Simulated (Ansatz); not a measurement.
# From the elastic tensor of SiC at -19.4 GPa (stress–strain coefficients) to moduli and sound speeds

Method: Ansatz, DFT LDA, scalar-relativistic, plane waves, PAW. Plane waves to 420 eV; Γ-centred k mesh 18×18×18; Fermi-Dirac smearing of 0.15 eV. No spin polarisation.

It takes space group Fm-3m (No. 225, cubic). Conventional cell: a = 4.129 Å, b = 4.129 Å, c = 4.129 Å, α = 90.00°, β = 90.00°, γ = 90.00°. C (site symmetry m-3m) is surrounded by 6 Si at 2.06 Å. Si (site symmetry m-3m) is surrounded by 6 C at 2.06 Å.

The cell is the ideal cubic rocksalt prototype; this isn't the usual structure of the compound. In a metal, frequencies and elastic constants depend on the k mesh and the smearing, soft modes and shear constants most.

Relaxed-ion constants (GPa, on the Cartesian axes of the calculation):
```
256.8 134.3 134.3   0.0   0.0   0.0
134.3 256.8 134.3   0.0   0.0   0.0
134.3 134.3 256.8   0.0   0.0   0.0
  0.0   0.0   0.0 271.8   0.0   0.0
  0.0   0.0   0.0   0.0 271.8   0.0
  0.0   0.0   0.0   0.0   0.0 271.8
```

Density 3.783 g/cm³; 2 atoms in 17.60 Å³.

The values that follow are for a polycrystal of randomly turned grains, by Hill's mean where one number stands. In a crystal this anisotropic the Voigt and Reuss bounds lie far apart, so Hill's mean and the sound speeds and Debye temperature from it are rough.

With S = C⁻¹: B_V = (C11+C22+C33+2(C12+C13+C23))/9, G_V = (C11+C22+C33−C12−C13−C23+3(C44+C55+C66))/15, 1/B_R = S11+S22+S33+2(S12+S13+S23), 15/G_R = 4(S11+S22+S33−S12−S13−S23)+3(S44+S55+S66); Hill is their mean. Then v_l = √((B+4G/3)/ρ), v_t = √(G/ρ), v_m = [(2/v_t³+1/v_l³)/3]^(−1/3) and Θ = (ħ/k_B)·v_m·(6π²n/V)^(1/3) for n atoms in the volume V; E = 9BG/(3B+G), ν = (3B−2G)/(2(3B+G)) and A^U = 5G_V/G_R + B_V/B_R − 6.

```
Bulk modulus, Voigt / Reuss / Hill          : 175.2 / 175.2 / 175.2 GPa
Shear modulus, Voigt / Reuss / Hill         : 187.6 / 114.4 / 151.0 GPa
Young's modulus                             : 352 GPa
Poisson ratio                               : 0.165
Pugh ratio B/G                              : 1.16
Universal anisotropy index                  : 3.20
Longitudinal and transverse sound speeds    : 9975 and 6317 m/s
Debye temperature from the mean sound speed : 1002 K
```

Cost: 1 run of about 1.7 core-minutes, on Intel Xeon Processor @ 2.50GHz (Skylake/Cascade Lake) (shared hosts).

The stiffness of this stretched rocksalt SiC lies mainly in C44, at 271.8 GPa, which exceeds even C11; the soft response is the tetragonal shear governed by C11 − C12. This is the reverse of the usual pattern in rocksalt carbides, where stiff metal–carbon contacts along the cube axes make C11 dominant. Tetragonal shear lengthens and shortens those contacts, whereas C44 measures resistance to bending the right angles between them. The expanded Si–C bonds have probably lost much of their axial stiffness while angular forces remain strong. C12 also falls below C44 by far more than the applied tension would produce with central forces alone, which points to directional, non-central bonding rather than a simple ionic picture.

The constants satisfy the cubic conditions for stability against small homogeneous strains at this volume. The low B/G suggests brittle behaviour, and this reading holds at both the Voigt and the Reuss bound. Elastic stability doesn't rule out soft phonons at finite wavevector, nor a transformation towards the fourfold-coordinated structures that expansion favours.
